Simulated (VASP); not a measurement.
**Ga: equation of state with PBEsol**

Ga:

```
Ga
1.0
     1.45000   -4.06500    0.00000
     1.45000    4.06500    0.00000
     0.00000    0.00000    3.17000
Ga
2
Direct
  0.13300 0.86700 0.75000
  0.86700 0.13300 0.25000
```

This isn't the form of Ga at room conditions, which is orthorhombic.

| Quantity | Value |
| --- | --- |
| Program | VASP 6.6.1 |
| Task | equation of state |
| Functional | PBEsol |
| Potentials or basis | VASP PAW PBE potentials, release 64 (Ga_d) |
| Cutoff | 520 eV |
| k mesh | 10 × 10 × 8 |
| Occupations | fermi-dirac, width 0.05 eV |
| Spin | no spin polarisation |
| Ladder | free |
| Further INCAR settings | ALGO = Normal; EDIFF = 1e-07; NBANDS = 20 |

```
Equilibrium volume                        : 18.02 Å³/atom
Bulk modulus at fixed shape and positions : 61 GPa
Pressure derivative of the bulk modulus   : 5.1
```

Energy against volume, from the lowest point:
| volume (Å³/atom) | energy (meV/atom) |
| --- | --- |
| 17.564 | 2.21 |
| 17.937 | 0.00 |
| 18.311 | 0.82 |
| 18.685 | 4.33 |
| 19.058 | 10.22 |
| 19.432 | 18.21 |
| 19.806 | 28.00 |

All runs of the series together: 5.8 min on 1 thread of AMD EPYC 9R45 96-Core Processor (Zen 5) (shared host).

Caveat: the cell was scaled at fixed shape and fractional positions, which overstates the stiffness of a crystal with free parameters, most of all of layers and chains; the PAW data sets were made with another functional, which shifts forces and pressure a little.
